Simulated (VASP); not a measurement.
Runs of VASP 6.6.1 on Si. It takes space group Fd-3m (No. 227, cubic). The conventional cell has a = 5.437 Å, b = 5.437 Å, c = 5.437 Å, α = 90.00°, β = 90.00°, γ = 90.00°. Around Si (site symmetry -43m) lie 4 Si at 2.35 Å. 

```tsv
task	level	potentials or basis	cell	k mesh	cutoff (eV)	gap on the mesh (eV)	pressure (GPa)	relaxed volume (Å³/atom)
relaxation of cell and atoms	PBEsol	VASP PAW PBE potentials, release 64 (Si)	relaxed	14 × 14 × 14	580	0.46	0.0	20.07
relaxation of cell and atoms	PBEsol	VASP PAW PBE potentials, release 64 (Si)	relaxed	6 × 6 × 6	600	0.59	0.0	20.09
relaxation of cell and atoms	PBEsol	VASP PAW PBE potentials, release 64 (Si)	relaxed	14 × 14 × 14	480	0.46	0.0	20.07
relaxation of cell and atoms	PBEsol	VASP PAW PBE potentials, release 64 (Si)	relaxed	14 × 14 × 14	300	0.46	0.0	20.05
relaxation of cell and atoms	LDA	VASP PAW LDA potentials, release 64 (Si)	relaxed	14 × 14 × 14	600	(b)	0.0	19.72
single point	PBEsol	VASP PAW PBE potentials, release 64 (Si)	as given	14 × 14 × 14	520	0.46	-0.1	-
relaxation of cell and atoms	PBE+D3(BJ)	VASP PAW PBE potentials, release 64 (Si)	relaxed	14 × 14 × 14	600	0.56	0.0	19.90
relaxation of cell and atoms	PBE	VASP PAW PBE potentials, release 64 (Si)	relaxed	14 × 14 × 14	600	0.61	0.0	20.44
relaxation of cell and atoms	PBEsol	VASP PAW PBE potentials, release 64 (Si)	relaxed	14 × 14 × 14	600	0.46	0.0	20.07
relaxation of cell and atoms	RPBE	VASP PAW PBE potentials, release 64 (Si)	relaxed	14 × 14 × 14	600	(a)	0.0	20.77
```

Alike in all rows: no spin polarisation; smearing gaussian 0.1 eV.

Task: Fill in the values left out.

Result: (a) 0.70; (b) 0.44.

Caveats: the PAW data sets were made with another functional, which shifts forces and pressure a little (some runs); the cutoff is under 1.25 times the usual one of these potentials, so pressure, stress and relaxed cells hold a basis-set (Pulay) error (some runs).

A k mesh can miss the band edges.

Not every run made on this cell is shown here.
